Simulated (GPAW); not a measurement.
Runs of GPAW 26.7.0 on MnS. It takes space group R-3m (No. 166, trigonal). Conventional cell: a = 3.660 Å, b = 3.660 Å, c = 8.913 Å, α = 90.00°, β = 90.00°, γ = 120.00°. Mn (site symmetry -3m) is surrounded by 6 S at 2.58 Å. S (site symmetry -3m) has 6 Mn at 2.58 Å as nearest neighbours. The cell is a database's computed one.

| task | level | potentials or basis | U | cell | k mesh | cutoff (eV) | smearing | convergence | supercell | supercell k mesh | displacement | relaxed first | gap on the mesh (eV) | pressure (GPa) | moment (μB) |
| --- | --- | --- | --- | --- | --- | --- | --- | --- | --- | --- | --- | --- | --- | --- | --- |
| gruneisen | revPBE+D3(BJ) | the program's PAW data sets (release 1.2.1) made for this functional, pw | - | relaxed | 6 × 6 × 6 | 510 | fermi-dirac 0.05 eV | density=1e-06 eigenstates=1e-09 | 1 × 1 × 1 | 6 × 6 × 6 | 0.02 | cell | none | 0.0 | 4.44 |
| single point | PBE+D4+U | GPAW PAW data sets (gpaw-data 1.2.1), pw | Mn d U = 2 eV | the cell as VASP's run set it | 9 × 9 × 9 | 600 | gaussian 0.01 eV | - | - | - | - | - | none | 1.7 | (d) |
| single point | PBE | GPAW PAW data sets (gpaw-data 1.2.1), pw | - | as given | 9 × 9 × 9 | 600 | gaussian 0.1 eV | - | - | - | - | - | none | (a) | 4.64 |
| hyperfine couplings | PBEsol | PAW data sets generated in the run's folder for this functional, pw | - | as given | 9 × 9 × 9 | 600 | fermi-dirac 0.05 eV | - | - | - | - | - | none | (b) | 4.59 |
| single point | PBEsol | PAW data sets generated in the run's folder for this functional, pw | - | as given | 9 × 9 × 9 | 600 | gaussian 0.05 eV | - | - | - | - | - | none | (c) | 4.60 |
| single point | PBE | GPAW PAW data sets (gpaw-data 1.2.1), pw | - | as given | 9 × 9 × 9 | 600 | fermi-dirac 0.05 eV | - | - | - | - | - | none | -1.7 | 4.63 |

Alike in all rows: spin collinear, ferromagnetic start.

**Question.** Estimate the missing entries.

**Answer.** (a) -1.6; (b) -6.2; (c) -6.0; (d) 4.97.

Caveats: a cell with one magnetic atom can't hold antiferromagnetic order, which such compounds often take; semilocal functionals often make such compounds metallic where correlation or magnetic order opens a gap, which also shifts bond lengths (some runs); pairwise dispersion overbinds metals, which lowers pressure and volume (some runs); the cutoff is short for stress and forces, so pressures can be off by a GPa or more (some runs); the density grid can change from cell to cell, which puts small steps into energies and stress (some runs); the dipolar part lacks the spin inside other atoms' spheres (some runs).

A k mesh can miss the band edges.

A gap of «none» marks a metal or a gap under the smearing width.

Not every run made on this cell is shown here.
